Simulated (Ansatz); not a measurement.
Input of an Ansatz 0.2.0 run:

Contents of input.yaml:

```yaml
crystal:
  lattice:
    - [-2.9545118615, 2.9545118615, 2.7308451955]
    - [2.9545118615, -2.9545118615, 2.7308451955]
    - [2.9545118615, 2.9545118615, -2.7308451955]
  atoms:
    - { symbol: Rb, position: [0.0, 0.0, 0.0] }
hamiltonian:
  xc: hse06
  pseudopotentials: { kind: paw }
kpoints:
  mp_grid: { grid: [4, 4, 4] }
scf:
  occupations: { method: fermi_dirac, width: 0.05 }
  n_extra_bands: 6
output:
  forces: true
  stress: true
  eigenvalues: true
  dos: { projected: true, de: 0.05 }
```

Potentials or basis: Ansatz PAW.

The run is started by

```bash
$ ansatz run input.yaml --threads 2 --pin off --max-ram 5632MiB --backend cpu --events-out ev --progress --plain --runs-dir out
```

Problem. Predict the pressure.

Solution. 0.0 GPa.

Problem. Predict the band gap on the k mesh.

Solution. None (metal or under the smearing width).

Problem. Estimate the density of states at the Fermi level.

Solution. 1.41 states/eV per cell.

Stress tensor (GPa, compression positive):
```
 0.11  0.00  0.00
 0.00  0.11  0.00
 0.00  0.00 -0.13
```

Caveat: the k mesh is coarse (spacing up to 0.39 Å⁻¹), so the values aren't converged, least of all with exact exchange; the PAW data sets come from PBE, with cores solved anew for the run's functional, which leaves a small shift of forces and pressure; the density of states is complete only up to the lowest level of the last band computed; the thresholds are loose for stress.
